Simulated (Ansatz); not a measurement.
# Localised basis functions on (110) antiphase boundary in TiNi (600 atoms)

Aim: test how closely localised support functions follow the reference on (110) antiphase boundary in TiNi (600 atoms), and at what cost. A setting counts as converged where the r.m.s. difference of forces stays under 1 % of the r.m.s. force.

Method: Kohn-Sham DFT, PBE, PAW (set soft_2), plane waves, in Ansatz 0.2.0.

## 1. Set-up

The cell holds 600 atoms: 300 Ni and 300 Ti. Its edges and angles: a = 15.075 Å, b = 21.319 Å, c = 25.583 Å, α = 90.0°, β = 90.0°, γ = 90.0°. It derives from TiNi (CsCl-type). CsCl-type TiNi (a = 3.015 Å); two domains of 3 periods along [110], Ni and Ti exchanged in the upper one; 5 x 5 in-plane cells; not relaxed, displaced by a Gaussian of 0.02 Å. Regions: domain 1, 300 atoms (150 Ni and 150 Ti); domain 2, 300 atoms (150 Ti and 150 Ni).

Limits known from the start: The host structure and its lattice constant were typed by rule, without a check against the phase diagram. The Brillouin zone is sampled at Γ only, in a cell whose shortest periodic width is 15 Å.

## 2. Plane-wave single point

This run is the reference for what follows, at a cutoff of 420 eV.

File input.yaml:

```yaml
crystal:
  lattice:
    - [15.075, 0.0, 0.0]
    - [0.0, 21.31927, 0.0]
    - [0.0, 0.0, 25.58312]
  atoms:
    - { symbol: Ni, position: [0.9999, 0.99994, 0.99911], spin: 0.7 }
    - { symbol: Ti, position: [0.10014, 0.00189, 0.08486] }
    - { symbol: Ni, position: [0.20044, 0.99925, 0.00065], spin: 0.7 }
    - { symbol: Ti, position: [0.29935, 0.99968, 0.08434] }
    - { symbol: Ni, position: [0.40087, 0.99923, 0.00096], spin: 0.7 }
    - { symbol: Ti, position: [0.49831, 0.99948, 0.08384] }
    - { symbol: Ni, position: [0.60118, 0.00083, 0.99932], spin: 0.7 }
    - { symbol: Ti, position: [0.69991, 0.00128, 0.08373] }
    - { symbol: Ni, position: [0.79945, 0.99909, 0.00127], spin: 0.7 }
    - { symbol: Ti, position: [0.90143, 0.99943, 0.08413] }
    - { symbol: Ni, position: [0.00075, 0.19992, 0.9998], spin: 0.7 }
    - { symbol: Ti, position: [0.10006, 0.1986, 0.0834] }
    - { symbol: Ni, position: [0.19921, 0.20066, 0.99983], spin: 0.7 }
    - { symbol: Ti, position: [0.29968, 0.20005, 0.08385] }
    - { symbol: Ni, position: [0.4012, 0.20154, 4.0e-05], spin: 0.7 }
    - { symbol: Ti, position: [0.49803, 0.20198, 0.08127] }
    - { symbol: Ni, position: [0.59808, 0.20077, 0.00059], spin: 0.7 }
    - { symbol: Ti, position: [0.69837, 0.20073, 0.08381] }
    - { symbol: Ni, position: [0.8029, 0.19926, 0.99837], spin: 0.7 }
    - { symbol: Ti, position: [0.9012, 0.19974, 0.08316] }
    - { symbol: Ni, position: [0.00131, 0.10006, 0.08304], spin: 0.7 }
    - { symbol: Ti, position: [0.10117, 0.09956, 0.1664] }
    - { symbol: Ni, position: [0.19917, 0.10055, 0.08417], spin: 0.7 }
    - { symbol: Ti, position: [0.29998, 0.10094, 0.16586] }
    - { symbol: Ni, position: [0.39885, 0.10043, 0.0834], spin: 0.7 }
    - { symbol: Ti, position: [0.4999, 0.09999, 0.16575] }
    - { symbol: Ni, position: [0.6009, 0.09888, 0.0837], spin: 0.7 }
    - { symbol: Ti, position: [0.69943, 0.1004, 0.16586] }
    - { symbol: Ni, position: [0.80001, 0.09942, 0.08172], spin: 0.7 }
    - { symbol: Ti, position: [0.89953, 0.10088, 0.16702] }
    - { symbol: Ni, position: [1.0e-05, 0.00034, 0.16701], spin: 0.7 }
    - { symbol: Ti, position: [0.10044, 0.00107, 0.24975] }
    [... 562 atom lines left out ...]
    - { symbol: Ti, position: [0.40135, 0.90129, 0.91593] }
    - { symbol: Ni, position: [0.50024, 0.90053, 0.50006], spin: 0.7 }
    - { symbol: Ti, position: [0.59795, 0.90034, 0.91788] }
    - { symbol: Ni, position: [0.70007, 0.90087, 0.49932], spin: 0.7 }
    - { symbol: Ti, position: [0.80072, 0.89917, 0.91763] }
    - { symbol: Ni, position: [0.89872, 0.90014, 0.49995], spin: 0.7 }
magnetization:
  spin_polarized: true
kpoints:
  mp_grid: { grid: [1, 1, 1] }
hamiltonian:
  xc: pbe
scf:
  occupations: { method: fermi_dirac, width: 0.1 }
  lower_state_search: "off"
output:
  forces: true
  stress: true
  populations: true
  dos:
    method: { smearing: { sigma: 0.1 } }
    de: 0.1
    projected: { site_lists: { Ni: [Ni], Ti: [Ti] } }
  eigenvalues: true
  write_density: true
  write_potential: true
  volumetric_format: npy
  elf: true
```

On the command line:

```sh
$ ansatz run input.yaml --threads 32 --pin off --max-ram 143360MiB --backend cuda --events-out ev --progress --plain --runs-dir out
```

Standard output:

```text
Engine: ansatz 0.2.0, aarch64-unknown-linux-gnu
Pseudopotentials: kind: paw
Pseudopotential: Ni, paw, valence charge 18, recommended cutoff 420 eV (normal), Ni.paw.azcp
Pseudopotential: Ti, paw, valence charge 12, recommended cutoff 420 eV (normal), Ti.paw.azcp
[...]
Crystal: 600 atoms, lattice volume = 8222.108 Å³
Basis set: ecut = 420 eV, 160653 PW (Γ), exchange–correlation on 216×288×360 points (8 copies of the dense FFT grid, shifted against one another)
Bands: 5526, of which v1, the nominal top of the filled ones, is band 4500 counted from 1 (4499 counted from 0)
Symmetry: 1 space group operations
Space group: P1 (ITA 1), of the structure as read, at distance tolerance 2.0e-4 Å
Magnetic group: BNS 1.1 (UNI 1), of the structure as read, at distance tolerance 2.0e-4 Å
k-points: 1
[... 5 lines on functional and potentials left out ...]
Initial density: superposition of atomic densities (chi_scale 0.1, normalization cell)
Starting moments: Σ|m| = 210 μB on 300 of 600 sites
Initial wavefunctions: pseudopotential atomic-orbital guess
[...]
Functional: x = pbe(κ = 0.804, μ = 0.219515), c = pbe(β = 0.066725)
SCF iter   1: F=—  HF=-2502317.588119 eV  |F-HF|=—  |Δ(HF+E_count)|=         —  Δρ=1.23e-1 (↑5.20e-2 ↓1.23e-1)  dr2=2.73e3  dr2_m=1.64e2  M=39.376 μB ∫|m|=49.014 μB  β_m=0.30  ethr=3.10e-3  ⟨swp⟩=6.0  Hψ=31781  notcnv=0
preconditioner: auto → Kerker (q_TF=auto, 2.770 Å⁻¹)  [metal: Δε(μ)=0.004 eV  Ē_g=4.902 eV  σ=0.100 eV  W_gap=0.01  n_scr=2960 (ndim 8)  ℏωp=26.5 eV  f_vac=0.000  D(μ)=446.70/eV (n_scr^D=4274)]
spin=Collinear: Kerker preconditioning applied to the charge; magnetization (m = ρ↑ − ρ↓) channel mixes plain (no charge-response kernel on spin).
SCF iter   2: F=—  HF=-2502123.772352 eV  |F-HF|=—  |Δ(HF+E_count)|=    1.94e2  Δρ=7.90e-2 (↑7.90e-2 ↓4.90e-2)  dr2=8.09e2  dr2_m=2.09e1  M=96.372 μB ∫|m|=101.708 μB  β_m=0.30  ethr=3.10e-3  ⟨swp⟩=3.5  Hψ=28677  notcnv=0  defer=155
[...]
SCF iter  10: F=—  HF=-2502016.942018 eV  |F-HF|=—  |Δ(HF+E_count)|=   3.15e-1  Δρ=7.28e-3 (↑7.28e-3 ↓6.01e-3)  dr2=4.02e-1  dr2_m=3.27e0  M=31.495 μB ∫|m|=33.769 μB  β_m=0.30  ethr=1.08e-6  ⟨swp⟩=2.0  Hψ=19440  notcnv=0
Mixer restart at iter 10: flushing history
spin-set hold released at iteration 10 (site moments contracting): the magnetisation degrees of freedom join the quasi-Newton model from the next iteration; the mixer history was flushed
SCF iter  11: F=—  HF=-2502017.223271 eV  |F-HF|=—  |Δ(HF+E_count)|=   2.81e-1  Δρ=6.79e-3 (↑5.12e-3 ↓6.79e-3)  dr2=7.08e-1  dr2_m=2.54e0  M=28.088 μB ∫|m|=30.099 μB  β_m=0.65  ethr=1.08e-6  ⟨swp⟩=2.5  Hψ=20373  notcnv=0
SCF iter  12: F=—  HF=-2502018.024012 eV  |F-HF|=—  |Δ(HF+E_count)|=   8.01e-1  Δρ=8.92e-3 (↑8.92e-3 ↓6.65e-3)  dr2=1.40e1  dr2_m=1.20e0  M=23.017 μB ∫|m|=24.471 μB  β_m=0.32  ethr=1.08e-6  ⟨swp⟩=2.0  Hψ=22104  notcnv=0  recentre
SCF iter  13: F=—  HF=-2502017.904912 eV  |F-HF|=—  |Δ(HF+E_count)|=   1.19e-1  Δρ=7.83e-3 (↑7.83e-3 ↓4.49e-3)  dr2=9.50e0  dr2_m=7.94e-1  M=19.932 μB ∫|m|=21.055 μB  β_m=0.32  ethr=1.08e-6  ⟨swp⟩=2.0  Hψ=22104  notcnv=0
SCF iter  14: F=—  HF=-2502017.728843 eV  |F-HF|=—  |Δ(HF+E_count)|=   1.76e-1  Δρ=1.52e-3 (↑8.67e-4 ↓1.52e-3)  dr2=2.55e-1  dr2_m=6.48e-2  M=10.662 μB ∫|m|=11.209 μB  β_m=0.35  ethr=1.08e-6  ⟨swp⟩=2.0  Hψ=20976  notcnv=0
SCF iter  15: F=—  HF=-2502017.806689 eV  |F-HF|=—  |Δ(HF+E_count)|=   7.78e-2  Δρ=6.38e-4 (↑6.38e-4 ↓6.00e-4)  dr2=9.43e-2  dr2_m=9.97e-3  M=7.511 μB ∫|m|=7.958 μB  β_m=0.43  ethr=1.08e-6  ⟨swp⟩=2.0  Hψ=16932  notcnv=0
[...]
SCF 1 converged in 49 iterations: F = -2502017.768351 eV  dr2 = 7.22e-8
[...]
SCF converged after 49 iterations
[...]
Free energy (F): -2502017.768351 eV
Harris-Foulkes:  -2502017.768351 eV  (|F-HF|=6.29e-8)
Internal energy: -2501990.265327 eV  (E = F + TS)
E sigma→0 (E₀):  -2502004.016839 eV
Entropy (-TS):   -27.503025 eV (-45.838 meV/atom)
Fermi energy:    15.893360 eV
--- Per-component energies (eV) ---
  E_band       = -138037.943890
  E_kinetic    = 166669.134363
  E_local      = -1391450.221510  (includes V_loc(G=0)·N_el)
  E_nonlocal   = 192437.767650
  E_hartree    = 586200.883747
  E_xc         = -54872.210164
  E_vxc        = -69639.586859  (∫ρ·V_xc dr)
  E_paw        = -802930.757897  (= ΣΔE_a)
  E_vpaw       = -208456.967344  (= ΣTr[D̂ρ^β])
  E_aug_tail   = 0.192496  (compensation charges beyond the density's cutoff)
  E_ewald      = -1198045.054011
  E_smearing   = -27.503025  (= −TS)
  E_closure    = 0.000000  (closes the sum)
  Σ components = -2502017.768351   (vs F -2502017.768351, Δ=0.00e0)
--- Forces (eV/Å), atoms counted from 1 ---
[... 600 lines of forces left out ...]
  max |Σ_I F_I| component: 4.83e-6 eV/Å
--- Stress (GPa, compression-positive) ---
        1.372460      -0.000280       0.005244
       -0.000280      -2.425527      -0.003312
        0.005244      -0.003312       0.287474
  P = ⅓ Tr σ = -0.2552 GPa (-2.552 kbar)
--- Band table (eV) ---
[... left out ...]
--- Löwdin populations: 600 sites ---
  site symbol       q [e]    m [muB]
[... 600 lines, one an atom, left out ...]
  spilling = 0.012065 (of n_electrons = 9000.000000)
```

It took 2.6 min on 1 × NVIDIA GB200 with 32 threads of Arm Neoverse V2, shared host; peak memory 10 GiB; 6 min of CPU time.

That memory is the host's. Forces of this run were stored rounded, and per-atom blocks of the log weren't kept.

The program notes that starting moments were not kept.

Read from the output:

```yaml
free_energy: -2502017.7684 eV
free_energy_per_atom: -4170.0296 eV/atom
scf_cycles: 49
pressure: -0.2552 GPa
r_m_s_force_component: 0.2229 eV/Å
longest_force: 1.202 eV/Å
fermi_energy: 15.89 eV
levels_partly_filled_by_over_2_per_cent: 688
spilling_of_the_projection: 0.01206
```

The r.m.s. force component of 0.22 eV/Å sets the scale for the differences below.

## 3. Support functions medium

With localised support functions most steps grow linearly with size, though the diagonalisation grows faster unless the density matrix is cut; this run measures error and cost at this size. The level medium gives here a grid of 72×96×120 points and a radius of 3.69 Å.

This step: Kohn-Sham DFT, PBE, PAW (set soft_2), localised support functions (medium) (Ansatz 0.2.0).

input.yaml, the sections that differ from step 2:

```yaml
scf:
  occupations: { method: fermi_dirac, width: 0.1 }
  eigensolver: { kind: { support_functions: { accuracy: medium } } }
  max_iter: 150
  lower_state_search: "off"
output:
  forces: true
# crystal, magnetization, kpoints, hamiltonian: as in step 2
```

Standard output:

```text
Warning: scf.eigensolver.kind.support_functions: disabling space-group detection — the functions' gradient is summed over unrotated k-points, so no spatial operation reduces the k-mesh or symmetrises the density; time reversal is kept, so that k and −k are solved as one point where they differ and the mesh holds both, and exact exchange and, on two spinor components, a DFT+U term hold to it where the run has them: [...]
settings of this run that can trade accuracy for cost: scf.eigensolver.kind.support_functions [...]
no check for spin states of lower energy is made in this run (scf.lower_state_search: off)
[...]
Crystal: 600 atoms, lattice volume = 8222.108 Å³
Basis set: ecut = 420 eV, 160653 PW (Γ), exchange–correlation on 216×288×360 points (8 copies of the dense FFT grid, shifted against one another)
Bands: 5526, of which v1, the nominal top of the filled ones, is band 4500 counted from 1 (4499 counted from 0)
Symmetry: 1 space group operations
k-points: 1
[...]
Starting moments: Σ|m| = 210 μB on 300 of 600 sites
Other spin states: not tried
[...]
Eigensolver: Support functions (medium, 72×96×120 points, laid for a spacing of at most 0.228497 Å, radius 3.692391 Å, 1 species' potentials softened for the grid, 2 wholly corrected for its errors in the mean over positions, 2 with the egg-box correction, energy correction by stochastic trace)
[...]
SCF iter   1: F=—  HF=-2502165.046993 eV  |F-HF|=—  |Δ(HF+E_count)|=         —  Δρ=1.28e-1 (↑5.13e-2 ↓1.28e-1)  dr2=2.81e3  dr2_m=1.69e2  M=38.529 μB ∫|m|=47.188 μB  β_m=0.30  ethr=1.00e-1
[...]
SCF iter   3: F=—  HF=-2502129.226451 eV  |F-HF|=—  |Δ(HF+E_count)|=    1.34e1  Δρ=9.72e-2 (↑4.27e-2 ↓9.72e-2)  dr2=1.48e3  dr2_m=6.96e1  M=35.843 μB ∫|m|=42.377 μB  β_m=0.30  ethr=1.19e-2  κ⁻¹=1.0e0(r=1)
[...]
SCF iter   9: F=—  HF=-2502017.295972 eV  |F-HF|=—  |Δ(HF+E_count)|=   4.29e-1  Δρ=7.88e-3 (↑7.88e-3 ↓6.18e-3)  dr2=9.36e-1  dr2_m=3.59e0  M=31.290 μB ∫|m|=33.966 μB  β_m=0.77  ethr=1.21e-5
[...]
SCF 1 converged in 41 iterations: F = -2502018.783680 eV  dr2 = 5.31e-7
[...]
SCF converged after 41 iterations
[...]
Free energy (F): -2502018.783680 eV
[...]
Internal energy: -2501991.290165 eV  (E = F + TS)
E sigma→0 (E₀):  -2502005.036922 eV
Entropy (-TS):   -27.493514 eV (-45.823 meV/atom)
Fermi energy:    15.892140 eV
[...]
Σ components = -2502018.783680   (vs F -2502018.783680, Δ=0.00e0)
--- Forces (eV/Å), atoms counted from 1 ---
[... 600 lines of forces left out ...]
  max |Σ_I F_I| component: 1.50e-2 eV/Å
--- Band table (eV) ---
[... left out ...]
  guard bands above this table: 614 of the run's 5526 bands (output.publish_guard_bands: true publishes all)
```

It took 2.6 min on 1 × NVIDIA GB200 with 32 threads; peak memory 3 GiB.

That memory is the host's.

The program notes that the band table was not solved further than the SCF left it, the stability of the SCF solution was not settled and it switched symmetry off.

Keys that differ from the reference: support_functions.accuracy = "medium" and scf.max_iter = 150.

Forces differ from the reference by 0.67 meV/Å r.m.s., 0.30 % of their size, within a tolerance of 1 %; the energy by -1.7 meV/atom.

## 4. Support functions low

The level low is asked for. Here it resolves to the same grid and radius as in the run with support functions medium, so the basis is not new.

This step: Kohn-Sham DFT, PBE, PAW (set soft_2), localised support functions (low) (Ansatz 0.2.0).

input.yaml, the sections that differ from step 3:

```yaml
scf:
  occupations: { method: fermi_dirac, width: 0.1 }
  eigensolver: { kind: { support_functions: { accuracy: low } } }
  max_iter: 150
  lower_state_search: "off"
# crystal, magnetization, kpoints, hamiltonian, output: as in step 3
```

Standard output:

```text
[...]
no check for spin states of lower energy is made in this run (scf.lower_state_search: off)
[...]
Crystal: 600 atoms, lattice volume = 8222.108 Å³
Basis set: ecut = 420 eV, 160653 PW (Γ), exchange–correlation on 216×288×360 points (8 copies of the dense FFT grid, shifted against one another)
Bands: 5526, of which v1, the nominal top of the filled ones, is band 4500 counted from 1 (4499 counted from 0)
Symmetry: 1 space group operations
k-points: 1
[...]
Starting moments: Σ|m| = 210 μB on 300 of 600 sites
Other spin states: not tried
[...]
Eigensolver: Support functions (low, 72×96×120 points, laid for a spacing of at most 0.228497 Å, radius 3.692391 Å, 1 species' potentials softened for the grid, 2 wholly corrected for its errors in the mean over positions, 2 with the egg-box correction, energy correction by stochastic trace)
[...]
SCF iter   1: F=—  HF=-2502165.046993 eV  |F-HF|=—  |Δ(HF+E_count)|=         —  Δρ=1.28e-1 (↑5.13e-2 ↓1.28e-1)  dr2=2.81e3  dr2_m=1.69e2  M=38.529 μB ∫|m|=47.188 μB  β_m=0.30  ethr=1.00e-1
[...]
SCF iter   3: F=—  HF=-2502129.226451 eV  |F-HF|=—  |Δ(HF+E_count)|=    1.34e1  Δρ=9.72e-2 (↑4.27e-2 ↓9.72e-2)  dr2=1.48e3  dr2_m=6.96e1  M=35.843 μB ∫|m|=42.377 μB  β_m=0.30  ethr=1.19e-2  κ⁻¹=1.0e0(r=1)
[...]
SCF iter   9: F=—  HF=-2502017.295972 eV  |F-HF|=—  |Δ(HF+E_count)|=   4.29e-1  Δρ=7.88e-3 (↑7.88e-3 ↓6.18e-3)  dr2=9.36e-1  dr2_m=3.59e0  M=31.290 μB ∫|m|=33.966 μB  β_m=0.77  ethr=1.21e-5
[...]
SCF 1 converged in 31 iterations: F = -2502018.781740 eV  dr2 = 3.88e-7
[...]
SCF converged after 31 iterations
[...]
Free energy (F): -2502018.781740 eV
[...]
Internal energy: -2501991.290275 eV  (E = F + TS)
E sigma→0 (E₀):  -2502005.036008 eV
Entropy (-TS):   -27.491465 eV (-45.819 meV/atom)
Fermi energy:    15.892174 eV
[...]
Σ components = -2502018.781740   (vs F -2502018.781740, Δ=0.00e0)
--- Forces (eV/Å), atoms counted from 1 ---
[... 600 lines of forces left out ...]
  max |Σ_I F_I| component: 2.09e-2 eV/Å
--- Band table (eV) ---
[... left out ...]
[...]
```

The job ended after 1.8 min (1 × NVIDIA GB200 with 32 threads; peak memory 2.9 GiB).

That memory is the host's.

Keys that differ from the reference: support_functions.accuracy = "low" and scf.max_iter = 150.

Forces differ from the reference by 0.70 meV/Å r.m.s., 0.31 % of their size, within a tolerance of 1 %; the energy by -1.7 meV/atom.

## 5. Support functions high

With localised support functions most steps grow linearly with size, though the diagonalisation grows faster unless the density matrix is cut; this run measures error and cost at this size. The level high gives here a grid of 90×120×144 points and a radius of 4.42 Å.

This step: Kohn-Sham DFT, PBE, PAW (set soft_2), localised support functions (high) (Ansatz 0.2.0).

input.yaml, the sections that differ from step 4:

```yaml
scf:
  occupations: { method: fermi_dirac, width: 0.1 }
  eigensolver: { kind: { support_functions: { accuracy: high } } }
  max_iter: 150
  lower_state_search: "off"
# crystal, magnetization, kpoints, hamiltonian, output: as in step 4
```

Standard output:

```text
[...]
no check for spin states of lower energy is made in this run (scf.lower_state_search: off)
[...]
Crystal: 600 atoms, lattice volume = 8222.108 Å³
Basis set: ecut = 420 eV, 160653 PW (Γ), exchange–correlation on 240×300×360 points (8 copies of the dense FFT grid, shifted against one another)
Bands: 5526, of which v1, the nominal top of the filled ones, is band 4500 counted from 1 (4499 counted from 0)
Symmetry: 1 space group operations
k-points: 1
[...]
Starting moments: Σ|m| = 210 μB on 300 of 600 sites
Other spin states: not tried
[...]
Eigensolver: Support functions (high, 90×120×144 points, laid for a spacing of at most 0.181454 Å, radius 4.419116 Å, 0 species' potentials softened for the grid, 2 wholly corrected for its errors in the mean over positions, 2 with the egg-box correction, energy correction by stochastic trace)
[...]
SCF iter   1: F=—  HF=-2502178.213056 eV  |F-HF|=—  |Δ(HF+E_count)|=         —  Δρ=1.28e-1 (↑5.16e-2 ↓1.28e-1)  dr2=2.82e3  dr2_m=1.69e2  M=38.498 μB ∫|m|=47.139 μB  β_m=0.30  ethr=1.00e-1
[...]
SCF iter   3: F=—  HF=-2502138.432521 eV  |F-HF|=—  |Δ(HF+E_count)|=    1.26e1  Δρ=9.86e-2 (↑4.36e-2 ↓9.86e-2)  dr2=1.54e3  dr2_m=7.06e1  M=35.481 μB ∫|m|=41.910 μB  β_m=0.30  ethr=1.21e-2  κ⁻¹=1.0e0(r=1)
[...]
SCF iter   9: F=—  HF=-2502018.034819 eV  |F-HF|=—  |Δ(HF+E_count)|=   3.84e-1  Δρ=7.72e-3 (↑7.72e-3 ↓6.42e-3)  dr2=8.38e-1  dr2_m=3.62e0  M=31.292 μB ∫|m|=33.888 μB  β_m=0.77  ethr=1.00e-5
[...]
SCF 1 converged in 39 iterations: F = -2502019.011654 eV  dr2 = 9.42e-9
[...]
SCF converged after 39 iterations
[...]
Free energy (F): -2502019.011654 eV
[...]
Internal energy: -2501991.508274 eV  (E = F + TS)
E sigma→0 (E₀):  -2502005.259964 eV
Entropy (-TS):   -27.503380 eV (-45.839 meV/atom)
Fermi energy:    15.891866 eV
[...]
Σ components = -2502019.011654   (vs F -2502019.011654, Δ=0.00e0)
--- Forces (eV/Å), atoms counted from 1 ---
[... 600 lines of forces left out ...]
  max |Σ_I F_I| component: 4.75e-3 eV/Å
--- Band table (eV) ---
[... left out ...]
[...]
```

Run time: 3.9 min. Hardware: 1 × NVIDIA GB200 with 32 threads; peak memory 3.5 GiB.

That memory is the host's.

The program notes that the correction for the support functions is uncertain.

Keys that differ from the reference: support_functions.accuracy = "high" and scf.max_iter = 150.

Forces differ from the reference by 0.28 meV/Å r.m.s., 0.13 % of their size, well within a tolerance of 1 %; the energy by -2.1 meV/atom. It took roughly 1.5 times the reference's time (one timing each, with unlike analyses asked), in 39 cycles against 49.

[end of part 1 of 3]

[Long decimals in the printed logs are rounded to 6 places.]

[Logs are printed without paths, hosts, clocks, repeated set-up lines and the standing remarks that a program may print on its own settings, such as how far it seeks lower states.]

[Hosts, paths, dates, database ids (printed as entryN), source tags and the programs' standing remarks are cut or masked in the printed files.]
